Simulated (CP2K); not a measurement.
Crystal: CuI (Marshite).

```xyz
2
Lattice="4.2872 0.0000 0.0000 2.1436 3.7128 0.0000 2.1436 1.2376 3.5005" Properties=species:S:1:pos:R:3 pbc="T T T"
I     0.0000    0.0000    0.0000
Cu    2.1436    1.2376    0.8751
```

The cell isn't the ideal one: the cell as VASP's run set it.

Base run:

| Quantity | Value |
| --- | --- |
| Program | CP2K 2026.2 |
| Functional | RPBE |
| Potentials or basis | POTENTIAL_UZH I GTH-PBE-q7, Cu GTH-PBE-q11; TZVP-MOLOPT-PBE-GTH basis |
| Density cutoff | 6123 eV |
| k mesh | 8 × 8 × 8 |
| Occupations | gaussian, width 0.1 eV |
| Spin | no spin polarisation |

Its results: band gap on the k mesh 1.12 eV, direct; pressure 2.8 GPa.

Task: The run is repeated on the same cell with these changes: functional from RPBE to PBEsol; occupations from gaussian, width 0.1 eV to gaussian, width 0.02 eV. What comes out?

Result: Band gap on the k mesh 0.81 eV, direct; pressure -1.6 GPa.

Caveats: the potentials were made for another functional, which shifts forces and pressure; spin-orbit coupling is left out, which moves the levels of the heavy elements; the basis of atomic orbitals isn't converged, which shifts pressures, moduli and gaps.

